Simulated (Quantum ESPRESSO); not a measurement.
Set up this calculation in Quantum ESPRESSO 7.5, as the native input.

- Task: single point
- Functional: PBE
- Potentials or basis: SSSP 1.3 efficiency PBE
- Cutoff: 748 eV
- Density cutoff: 5987 eV
- k mesh: 8 × 8 × 5
- Occupations: fermi-dirac, width 0.05 eV
- Spin: no spin polarisation
- Hubbard terms: Pt d U = 6 eV
- Hubbard projectors: atomic
- Mixing beta: 0.3
- Most SCF iterations: 120
- SCF threshold: 6e-10 Ry

PtSe2 (Sudovikovite):

```
Pt Se
1.0
     3.72400    0.00000    0.00000
    -1.86200    3.22508    0.00000
     0.00000    0.00000    5.06200
Pt Se
1 2
Direct
  0.00000 0.00000 0.00000
  0.66667 0.33333 0.75000
  0.33333 0.66667 0.25000
```

These files were run (other wordings do the same):

pw.in

```
&CONTROL
  calculation = 'scf'
  prefix = 'pwscf'
  outdir = './tmp'
  pseudo_dir = './pseudo'
  tprnfor = .true.
  tstress = .true.
  disk_io = 'nowf'
/
&SYSTEM
  ibrav = 0
  nat = 3
  ntyp = 2
  ecutwfc = 55
  ecutrho = 440
  nbnd = 24
  occupations = 'smearing'
  smearing = 'fd'
  degauss = 0.00367493
/
&ELECTRONS
  conv_thr = 6d-10
  electron_maxstep = 120
  mixing_beta = 0.3
/
ATOMIC_SPECIES
Pt   195.0840 pt_pbe_v1.4.uspp.F.UPF
Se    78.9710 Se_pbe_v1.uspp.F.UPF
CELL_PARAMETERS angstrom
   3.7240000000    0.0000000000    0.0000000000
  -1.8620000000    3.2250786037    0.0000000000
   0.0000000000    0.0000000000    5.0620000000
ATOMIC_POSITIONS angstrom
Pt     0.0000000000    0.0000000000    0.0000000000
Se     1.8620000002    1.0750262011    3.7965000000
Se    -0.0000000002    2.1500524026    1.2655000000
K_POINTS automatic
8 8 5 0 0 0
HUBBARD {atomic}
U Pt-5d 6.0
```

Potentials or basis: SSSP 1.3 efficiency PBE.

The run is started by

```sh
$ OMP_NUM_THREADS=1 pw.x -in pw.in > pw.out
```

It gave:

* Pressure: 5.4 GPa
* Largest force: 0.451 eV/Å
* Band gap on the k mesh: none (metal or under the smearing width)

Caveat: U without spin polarisation on a metal has little footing.

Run time: 37 s on 1 thread of INTEL(R) XEON(R) PLATINUM 8581C CPU @ 2.30GHz (Emerald Rapids), with other jobs on the host, peak memory 0.31 GiB.
